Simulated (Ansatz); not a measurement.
## Relativity in BaS

```yaml
crystal:
  lattice:
    - [0.00000, 3.51614, 3.51614]
    - [3.51614, 0.00000, 3.51614]
    - [3.51614, 3.51614, 0.00000]
  atoms:
    - { symbol: Ba, position: [0.00000, 0.00000, 0.00000] }
    - { symbol: S, position: [0.25000, 0.25000, 0.25000] }
```

Atom numbers follow the list: Ba1, S2.

The structure comes from a relaxation in the same program, started in the zincblende type, and has space group F-43m. Whether it is a known phase or the ground state wasn't checked.

One fixed cell is solved with PBE by full-potential LAPW in Ansatz 0.2.0 under different relativistic treatments. Pressure is positive in compression.

The runs use a Γ-centred 9×9×9 k mesh, Fermi–Dirac smearing of 0.08 eV, basis error target 0.25 meV/atom, no spin polarisation.

```json
{"setting": "scalar-relativistic", "P (GPa)": "0.04", "gap on the k mesh (eV)": "2.78"}
{"setting": "non-relativistic", "P (GPa)": "?", "gap on the k mesh (eV)": "3.04"}
{"setting": "with spin–orbit coupling", "P (GPa)": "0.03", "gap on the k mesh (eV)": "?"}
{"setting": "scalar-relativistic, point nuclei", "P (GPa)": "0.04", "gap on the k mesh (eV)": "2.78"}
```

Problem. Give the missing entry: row "non-relativistic", column "P (GPa)".

Solution. 0.11.

Problem. What belongs in the row "with spin–orbit coupling", column "gap on the k mesh (eV)"?

Solution. 2.73.
